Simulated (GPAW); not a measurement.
Here is a GPAW 26.7.0 calculation.

File run.py:

```python
from ase.dft.bandgap import bandgap
from ase.io import write
from ase.spacegroup import crystal
from ase.units import GPa
from gpaw import GPAW, PW, setup_paths

setup_paths.insert(0, '.')

# Zn 4c
# S 4a
atoms = crystal(['Zn', 'S'],
                basis=[[0.25, 0.25, 0.25],
                       [0.0, 0.0, 0.0]],
                spacegroup=216, setting=1,  # F-43m
                cellpar=[5.404, 5.404, 5.404, 90.0, 90.0, 90.0],
                primitive_cell=True)

calc = GPAW(mode=PW(600),
            xc='GGA_X_B88+GGA_C_P86',
            kpts={'size': (7, 7, 7), 'gamma': True},
            occupations={'name': 'fermi-dirac', 'width': 0.05},
            nbands=18,
            convergence={'density': 1e-05, 'energy': 1e-05},
            maxiter=150,
            txt='gpaw.txt')
atoms.calc = calc
energy = atoms.get_potential_energy()
forces = atoms.get_forces()
stress = atoms.get_stress()
calc.write('gs.gpw')
write('result.traj', atoms)
print(f'Energy: {energy:.6f} eV')
print('Forces (eV/A):')
print(forces.round(4))
print('Stress (GPa):', (stress / GPa).round(3))
print('Fermi level:', round(calc.get_fermi_level(), 4), 'eV')
print(f'Gap: {bandgap(calc)[0]:.4f} eV, direct: {bandgap(calc, direct=True)[0]:.4f} eV')

path = atoms.cell.bandpath('GXWKGLUWLK,UX', npoints=100, eps=1e-4)
bs_calc = calc.fixed_density(kpts=path, symmetry='off', nbands=28,
                             convergence={'bands': 'CBM+6.0', 'eigenstates': 1e-6}, txt='bands.txt')
bs = bs_calc.band_structure()
bs.write('bs.json')
print(f'Gap on the path: {bandgap(bs_calc)[0]:.4f} eV')
```

Potentials or basis: PAW data sets generated in the run's folder for this functional, pw.

The run is started by

```console
$ gpaw-setup -f GGA_X_B88+GGA_C_P86 S Zn
$ OMP_NUM_THREADS=1 python run.py
```

(1) Predict the band gap along the path.

(2) Estimate the band gap on the k mesh.

Results:

(1) 2.05 eV, direct.

(2) 2.05 eV, direct.

**What was measured.**

From “Electronic, vibrational, and thermodynamic properties of ZnS (zincblende and rocksalt structure)”, 2009, arxiv:0911.5022, for a bulk crystal of ZnS at 19 K: band gap 3.85 eV (direct).

A measured gap of ZnS is 3.85 eV (direct; 19 K; quoted in “Electronic, vibrational, and thermodynamic properties of ZnS (zincblende and rocksalt structure)”, 2009, arxiv:0911.5022); the calculated 2.05 eV misses it by -1.80 eV. The value is that of BP86, without temperature or zero-point motion.
